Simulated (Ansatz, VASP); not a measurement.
# BaTe in VASP and in Ansatz

File INCAR:

```
ALGO = Normal
EDIFF = 1E-6
EDIFFG = -0.005
ENCUT = 600
GGA = PE
IBRION = 2
ISIF = 3
ISMEAR = 0
LASPH = T
LCHARG = F
LREAL = F
LWAVE = F
NELM = 100
NSW = 100
PREC = Accurate
SIGMA = 0.02
```

The input KPOINTS:

```
k-points
0
Gamma
  8 8 8
```

POSCAR

```
BaTe
1.0
    0.0000000000      3.5322558740      3.5322558740
    3.5322558740      0.0000000000      3.5322558740
    3.5322558740      3.5322558740      0.0000000000
Ba Te
1 1
Direct
    0.0000000000      0.0000000000      0.0000000000
    0.5000000000      0.5000000000      0.5000000000
```

Input for Ansatz:

```yaml
crystal:
  lattice:
    - [0.0, 3.5322559566, 3.5322559566]
    - [3.5322559566, 0.0, 3.5322559566]
    - [3.5322559566, 3.5322559566, 0.0]
  atoms:
    - { symbol: Ba, position: [0.0, 0.0, 0.0] }
    - { symbol: Te, position: [0.5, 0.5, 0.5] }
basis:
  ecutwfc: 420
kpoints:
  mp_grid: { grid: [8, 8, 8] }
hamiltonian:
  xc: pbe
scf:
  occupations: { method: gaussian, width: 0.02 }
output:
  forces: true
  stress: true
  eigenvalues: true
relax:
  adjacent_minimum: "off"
  f_tol: 0.005
  max_steps: 80
  cell: { stress_tol: 0.05 }
```

Alike in both runs: task relaxation of cell and atoms; functional PBE; k mesh 8 × 8 × 8; occupations gaussian, width 0.02 eV; no spin polarisation.

```csv
,VASP,Ansatz
version,VASP 6.6.1,Ansatz 0.2.0
potentials or method,"VASP PAW PBE potentials, release 64 (Ba_sv, Te)","scalar-relativistic, plane waves, PAW"
plane-wave cutoff (eV),600,420
valence electrons in the cell,16,26
```

VASP gave:

| Property | Result |
| --- | --- |
| gap on the k mesh at the Fermi level, each at its own relaxed structure (eV) | 1.60 |
| relaxed volume (Å³/atom) | 44.52 |
| relaxed cell length with the largest relative difference (Å) | 5.012 |

Question: Which values does Ansatz return?

Answer: gap on the k mesh at the Fermi level, each at its own relaxed structure (eV): 1.66; relaxed volume (Å³/atom): 44.07; relaxed cell length with the largest relative difference (Å): 4.995.

The two sets of potentials don't hold the same shells in valence.

Caveats: spin-orbit coupling is left out, which moves the levels of the heavy elements. A k mesh can miss the band edges. Zero-point motion and thermal expansion aren't in these numbers.
